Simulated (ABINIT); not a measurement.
SiC (Moissanite):

```xyz
4
Lattice="3.0760 0.0000 0.0000 -1.5380 2.6639 0.0000 0.0000 0.0000 5.0480" Properties=species:S:1:pos:R:3 pbc="T T T"
Si    1.5380    0.8880    2.5240
Si    0.0000    1.7759    0.0000
C     1.5380    0.8880    4.4675
C     0.0000    1.7759    1.9435
```

Base run:

| Property | Result |
| --- | --- |
| Program | ABINIT 10.8.3 (patched build) |
| Functional | BP86 |
| Potentials or basis | JTH PAW PBE v2.0 |
| Cutoff | 544 eV |
| k mesh | 10 × 10 × 5 |
| Occupations | fermi-dirac, width 0.05 eV |
| Spin | no spin polarisation |

Its results: band gap on the k mesh 2.57 eV, indirect (least direct gap 4.14 eV); pressure 4.5 GPa; largest force 0.753 eV/Å.

Question: The run is repeated on the same cell with these changes: functional from BP86 to RPBE. What comes out?

Answer: Band gap on the k mesh 2.53 eV, indirect (least direct gap 4.14 eV); pressure 6.1 GPa; largest force 0.745 eV/Å.

Caveats: the PAW data sets were made with another functional, which shifts forces and pressure a little; the mesh misses the band edges, which the band path finds closer together.
